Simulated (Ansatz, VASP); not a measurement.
Two plane-wave programs on HgSe

```xyz
2
Lattice="0.0000 3.0913 3.0913 3.0913 0.0000 3.0913 3.0913 3.0913 0.0000" Properties=species:S:1:pos:R:3 pbc="T T T"
Hg    0.0000    0.0000    0.0000
Se    4.6370    4.6370    4.6370
```

Alike in both runs: functional r2SCAN; k mesh 12 × 12 × 12; occupations gaussian, width 0.1 eV; no spin polarisation.

Ansatz relaxed the structure, and its values are those at the end. VASP's run is a single point on that final structure, the one shown.

```csv
,VASP,Ansatz
version,VASP 6.6.1,Ansatz 0.2.0
potentials or method,"VASP PAW PBE potentials, release 64 (Hg, Se)","scalar-relativistic, plane waves, PAW"
plane-wave cutoff (eV),520,500
valence electrons in the cell,18,36
```

VASP gave:

```
gap on the k mesh at the Fermi level (eV) : none
pressure (GPa)                            : 0.2
```

What did Ansatz give for the same quantities?

gap on the k mesh at the Fermi level (eV): none; pressure (GPa): 0.0.

A gap of «none» marks a metal or a gap that the smearing closes. The two sets of potentials don't hold the same shells in valence.

Caveats: the PAW data sets were made with another functional, which shifts forces and pressure a little (VASP). Spin-orbit coupling is left out, which matters for the levels of Hg.
